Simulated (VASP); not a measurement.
# CdSe (P6_3mc) in VASP: further runs, part 2 of 2

VASP 6.6.1. Earlier steps stand in the parts before.

### 3 Electric field gradients, PBEsol

This run uses another cell than the first one: it holds 16 atoms, not 4.

INCAR

```
ALGO = Normal
EDIFF = 1E-8
ENCUT = 520
GGA = PS
ISIF = 2
ISMEAR = 0
LASPH = True
LCHARG = False
LEFG = True
LREAL = Auto
LWAVE = False
NBANDS = 86
NELM = 100
PREC = Accurate
SIGMA = 0.01
```

KPOINTS

```
k-points
0
Gamma
  3 3 3
```

POSCAR

```
CdSe
1.0
   -6.4500000000      3.7239092363      7.0200000000
    6.4500000000     -3.7239092363      7.0200000000
    2.1500000000      3.7239092363     -7.0200000000
Cd Se
8 8
Direct
    0.3333333334      0.1666666666      0.5000000000
    0.8333333334      0.6666666666      0.5000000000
    0.8333333334      0.1666666666      0.0000000000
    0.3333333334      0.6666666666      0.0000000000
    0.4166666666      0.5833333334      0.5000000000
    0.9166666666      0.0833333334      0.5000000000
    0.9166666666      0.5833333334      0.0000000000
    0.4166666666      0.0833333334      0.0000000000
    0.5258333334      0.3591666666      0.5000000000
    0.0258333334      0.8591666666      0.5000000000
    0.0258333334      0.3591666666      0.0000000000
    0.5258333334      0.8591666666      0.0000000000
    0.6091666666      0.7758333334      0.5000000000
    0.1091666666      0.2758333334      0.5000000000
    0.1091666666      0.7758333334      0.0000000000
    0.6091666666      0.2758333334      0.0000000000
```

Potentials or basis: VASP PAW PBE potentials, release 64 (Cd, Se).

Command:

```console
$ cat potpaw_PBE.64/Cd/POTCAR potpaw_PBE.64/Se/POTCAR > POTCAR
$ mpirun -np 1 vasp_std > vasp.out
```

OUTCAR:

```text
EDIFF = 1E-8
   ENCUT = 520
   GGA = PS
   ISIF = 2
   ISMEAR = 0
   LASPH = True
   LREAL = Auto
   NELM = 100
   PREC = Accurate

 ion  position               nearest neighbor table
   1  0.333  0.167  0.500-  15 2.61  16 2.61  14 2.61   9 2.70
   2  0.833  0.667  0.500-  16 2.61  15 2.61  13 2.61  10 2.70
   3  0.833  0.167  0.000-  13 2.61  14 2.61  16 2.61  11 2.70
   4  0.333  0.667  0.000-  14 2.61  13 2.61  15 2.61  12 2.70
   5  0.417  0.583  0.500-  12 2.61  11 2.61   9 2.61  13 2.70
   6  0.917  0.083  0.500-  11 2.61  12 2.61  10 2.61  14 2.70
[... 8 lines left out ...]
  15  0.109  0.776  0.000-   1 2.61   2 2.61   4 2.61   7 2.70
  16  0.609  0.276  0.000-   2 2.61   1 2.61   3 2.61   8 2.70

  LATTYP: Found a face centered orthorhombic cell.
 ALAT       =     8.6000000000
 B/A-ratio  =     1.6325581395
 C/A-ratio  =     1.7320508076

  Lattice vectors:

 A1 = (  -6.4500000000,   3.7239092363,  -7.0200000000)
 A2 = (  -4.3000000000,   7.4478184726,   0.0000000000)
 A3 = (   2.1500000000,   3.7239092363,  -7.0200000000)

Analysis of symmetry for initial positions (statically):
[... 930 lines left out ...]
  ---------------------------------------------------
  free  energy   TOTEN  =       -49.3117512977 eV

  energy  without entropy=      -49.3117512977  energy(sigma->0) =      -49.31175130

 Electric field gradients (V/A^2)
---------------------------------------------------------------------
 ion       V_xx      V_yy      V_zz      V_xy      V_xz      V_yz
---------------------------------------------------------------------
   1     -16.672   -16.661    33.333     0.009    -0.076     0.043
   2     -16.672   -16.661    33.333     0.009    -0.076     0.043
   3     -16.672   -16.661    33.333     0.009    -0.076     0.043
   4     -16.672   -16.661    33.333     0.009    -0.076     0.043
   5     -16.672   -16.661    33.333     0.009     0.075    -0.045
   6     -16.672   -16.661    33.333     0.009     0.075    -0.045
[... 8 lines left out ...]
  15       6.924     6.652   -13.577    -0.236    -0.064     0.037
  16       6.924     6.652   -13.577    -0.236    -0.064     0.037
---------------------------------------------------------------------

 Electric field gradients after diagonalization (V/A^2)
 (convention: |V_zz| > |V_xx| > |V_yy|)
----------------------------------------------------------------------
 ion       V_xx      V_yy      V_zz     asymmetry (V_yy - V_xx)/ V_zz
----------------------------------------------------------------------
   1     -16.677   -16.656    33.333       0.001
   2     -16.677   -16.656    33.333       0.001
   3     -16.677   -16.656    33.333       0.001
   4     -16.677   -16.656    33.333       0.001
   5     -16.677   -16.656    33.333       0.001
   6     -16.677   -16.656    33.333       0.001
[... 8 lines left out ...]
  15       7.061     6.516   -13.577       0.040
  16       7.061     6.516   -13.577       0.040
----------------------------------------------------------------------

           NMR quadrupolar parameters

 Cq : quadrupolar parameter    Cq=e*Q*V_zz/h
 eta: asymmetry parameters     (V_yy - V_xx)/ V_zz
 Q  : nuclear electric quadrupole moment in mb (millibarn)
----------------------------------------------------------------------
 ion       Cq(MHz)       eta       Q (mb)
----------------------------------------------------------------------
   1       0.081       0.001       1.000
   2       0.081       0.001       1.000
   3       0.081       0.001       1.000
   4       0.081       0.001       1.000
   5       0.081       0.001       1.000
   6       0.081       0.001       1.000
[... 8 lines left out ...]
  15      -0.033       0.040       1.000
  16      -0.033       0.040       1.000
----------------------------------------------------------------------
```

OSZICAR:

```text
N       E                     dE             d eps       ncg     rms          rms(c)
DAV:   1     0.102964869389E+04    0.10296E+04   -0.68197E+04  1384   0.152E+03
DAV:   2     0.212679127808E+02   -0.10084E+04   -0.97456E+03  1520   0.368E+02
DAV:   3    -0.511423242325E+02   -0.72410E+02   -0.71766E+02  1570   0.939E+01
DAV:   4    -0.523513737048E+02   -0.12090E+01   -0.12047E+01  1528   0.109E+01
[... 17 lines left out ...]
DAV:  22    -0.493117519466E+02    0.42985E-06   -0.33620E-07  1620   0.198E-03    0.503E-03
DAV:  23    -0.493117516540E+02    0.29263E-06   -0.16295E-07  1534   0.169E-03    0.377E-03
DAV:  24    -0.493117513172E+02    0.33679E-06   -0.76374E-07  1508   0.341E-03    0.813E-04
DAV:  25    -0.493117512941E+02    0.23141E-07   -0.93256E-08  1454   0.101E-03    0.629E-05
DAV:  26    -0.493117512977E+02   -0.35743E-08   -0.75218E-10   772   0.113E-04
   1 F= -.49311751E+02 E0= -.49311751E+02  d E =-.394325E-12
```

stdout:

```text
POSCAR found type information on POSCAR CdSe
 POSCAR found :  2 types and      16 ions
 scaLAPACK will be used
 -----------------------------------------------------------------------------
|                                                                             |
|                                                                             |
|     You enforced a specific xc type in the INCAR file but a different       |
|     I HOPE YOU KNOW WHAT YOU ARE DOING!                                     |
|                                                                             |
 -----------------------------------------------------------------------------

 LDA part: xc-table for (Slater+PW92), standard interpolation
 POSCAR, INCAR and KPOINTS ok, starting setup
 FFT: planning ... GRIDC
 FFT: planning ... GRID_SOFT
 FFT: planning ... GRID
 WAVECAR not read
 entering main loop
ion   1
     0.0000561    -0.0002641    -0.0005788     0.3375758     0.0010024     0.0001525
     0.0000772    -0.0002641    -0.0005788     0.3375758     0.0010024     0.0001525
     0.0001064    -0.0002641    -0.0005788     0.3375758     0.0010024     0.0001525
     0.0001465    -0.0002641    -0.0005788     0.3375758     0.0010024     0.0001525
[... 105 lines left out ...]
ion  11
     0.0000499     0.0049728     0.0006259     0.0576642    -0.0010841    -0.0028711
     0.0000687     0.0049728     0.0006259     0.0576642    -0.0010841    -0.0028711
     0.0000946     0.00497
```

Wall time 14 min (1 thread of Intel Xeon 6975P-C (Granite Rapids), shared host); peak memory 0.87 GiB.

What came out:

```
Free energy                             : -49.3118 eV
Pressure                                : 0.5 GPa
Largest force                           : 0.273 eV/Å
Band gap on the k mesh                  : 0.58 eV
Largest electric field gradient by atom : Cd +33.3; Se -13.6 V/Å²
```

Forces on the atoms (eV/Å):
```
Cd   0.000  0.000  0.273
Cd   0.000  0.000  0.273
Cd   0.000  0.000  0.273
Cd   0.000  0.000  0.273
Cd   0.000  0.000  0.273
Cd   0.000  0.000  0.273
Cd   0.000  0.000  0.273
Cd   0.000  0.000  0.273
Se   0.002 -0.001 -0.273
Se   0.002 -0.001 -0.273
Se   0.002 -0.001 -0.273
Se   0.002 -0.001 -0.273
Se  -0.002  0.001 -0.273
Se  -0.002  0.001 -0.273
Se  -0.002  0.001 -0.273
Se  -0.002  0.001 -0.273
```

Electric field gradients, principal values (V/Å²):
```
 atom    least   middle  greatest (by size)
 1 Cd  -16.656  -16.677              33.333
 2 Cd  -16.656  -16.677              33.333
 3 Cd  -16.656  -16.677              33.333
 4 Cd  -16.656  -16.677              33.333
 5 Cd  -16.656  -16.677              33.333
 6 Cd  -16.656  -16.677              33.333
 7 Cd  -16.656  -16.677              33.333
 8 Cd  -16.656  -16.677              33.333
 9 Se    6.516    7.061             -13.577
10 Se    6.516    7.061             -13.577
11 Se    6.516    7.061             -13.577
12 Se    6.516    7.061             -13.577
13 Se    6.516    7.061             -13.577
14 Se    6.516    7.061             -13.577
15 Se    6.516    7.061             -13.577
16 Se    6.516    7.061             -13.577
```

Caveat: without QUAD_EFG the Cq values of the log hold for a quadrupole moment of 1 mb, not for the nuclei; the PAW data sets were made with another functional, which shifts forces and pressure a little.

### 4 Comparison with measurements

Step 3. Against the measured gap of CdSe, 1.841 eV (2 K; a printed reference work, data compilation), the calculated 0.58 eV is off by -1.26 eV. So large a miss can be the level of theory's own, or it may mean another phase, state or a wrong row. Spin-orbit coupling on Cd, Se is left out. The value is that of PBEsol, without temperature or zero-point motion. Semilocal functionals fall short of measured gaps as a rule.
